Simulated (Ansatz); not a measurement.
A plane-wave DFT run in Ansatz 0.2.0 (scalar-relativistic PAW potentials unless the input names others): input and command.

```yaml
crystal:
  lattice:
    - [4.043499, 0.0, 0.0]
    - [0.0, 4.043499, 0.0]
    - [0.0, 0.0, 4.043499]
  atoms:
    - { symbol: K, position: [0.0, 0.0, 0.0] }
    - { symbol: Br, position: [0.5, 0.5, 0.5] }
basis:
  ecutwfc: 420
kpoints:
  mp_grid: { grid: [6, 6, 6] }
hamiltonian:
  xc: pbe
scf:
  occupations: { method: fermi_dirac, width: 1.0 }
  max_iter: 100
output:
  forces: true
  eigenvalues: true
  stress: true
```

```bash
ansatz run input.yaml --threads 2 --pin off --max-ram 5120MiB --backend cpu --events-out ev --progress --plain --runs-dir out
```

Abridged log:
```
Basis set: ecut = 420 eV, 1309 PW (Γ), exchange–correlation on 60×60×60 points (8 copies of the dense FFT grid, shifted against one another)
Bands: 20, of which v1, the nominal top of the filled ones, is band 8 counted from 1 (7 counted from 0)
Symmetry: 48 space group operations
k-points: 20 of 216
SCF iter   1: F=—  HF=-4324.680573 eV  |F-HF|=—  |Δ(HF+E_count)|=         —  Δρ=4.87e-3  dr2=4.61e-2  ethr=1.77e-3  ⟨swp⟩=7.3  Hψ=2373  notcnv=0
SCF iter   2: F=—  HF=-4324.666265 eV  |F-HF|=—  |Δ(HF+E_count)|=   1.43e-2  Δρ=1.89e-3  dr2=2.03e-3  ethr=2.88e-4  ⟨swp⟩=1.9  Hψ=644  notcnv=0
SCF iter   3: F=—  HF=-4324.666240 eV  |F-HF|=—  |Δ(HF+E_count)|=   2.44e-5  Δρ=7.18e-4  dr2=3.87e-4  ethr=1.27e-5  ⟨swp⟩=2.2  Hψ=568  notcnv=0
SCF iter   4: F=—  HF=-4324.666412 eV  |F-HF|=—  |Δ(HF+E_count)|=   1.71e-4  Δρ=1.47e-4  dr2=1.59e-5  ethr=2.42e-6  ⟨swp⟩=2.1  Hψ=554  notcnv=0
SCF iter   5: F=—  HF=-4324.666425 eV  |F-HF|=—  |Δ(HF+E_count)|=   1.35e-5  Δρ=1.29e-5  dr2=1.38e-7  ethr=9.92e-8  ⟨swp⟩=2.3  Hψ=658  notcnv=0
SCF iter   6: F=-4324.666425 eV  HF=-4324.666425 eV  |F-HF|=7.46e-11  |Δ(HF+E_count)|=   1.79e-7  Δρ=9.10e-7  dr2=9.38e-10  ethr=6.25e-10  ⟨swp⟩=6.8  Hψ=1872  notcnv=0
SCF 1 converged in 6 iterations: F = -4324.666425 eV  dr2 = 9.38e-10
SCF converged after 6 iterations
Free energy (F): -4324.666425 eV
Harris-Foulkes:  -4324.666425 eV  (|F-HF|=7.46e-11)
Internal energy: -4323.314910 eV  (E = F + TS)
E sigma→0 (E₀):  -4323.990668 eV
Entropy (-TS):   -1.351515 eV (-675.757 meV/atom)
Fermi energy:    5.003750 eV
--- Forces (eV/Å), atoms counted from 1 ---
  atom   1  K      0.00000000     0.00000000     0.00000000
  atom   2  Br     0.00000000     0.00000000     0.00000000
--- Stress (GPa, compression-positive) ---
        1.107500       0.000000       0.000000
        0.000000       1.107500       0.000000
        0.000000       0.000000       1.107500
  P = ⅓ Tr σ = 1.1075 GPa (11.075 kbar)
```

Task: What is wrong with this input?

Result: The fault is a smearing of electronvolts (scf.occupations: {"method": "gaussian", "width": 0.05} → {"method": "fermi_dirac", "width": 1.0}, the first being the value of the sound run). Setting it back cures it. The run converged all the same, with an energy at zero smearing 184 meV/atom above the reference's, pressure 1.11 GPa, largest force 0.000 eV/Å, gap on the mesh 4.01 eV, so convergence alone doesn't show that an input is right. A reference run from the same start on usual settings converged with pressure -0.05 GPa, largest force 0.000 eV/Å, gap on the mesh 3.86 eV.

It took 0.84 s on 2 threads of Arm Neoverse V1, on a shared host, peak memory 0.28 GiB.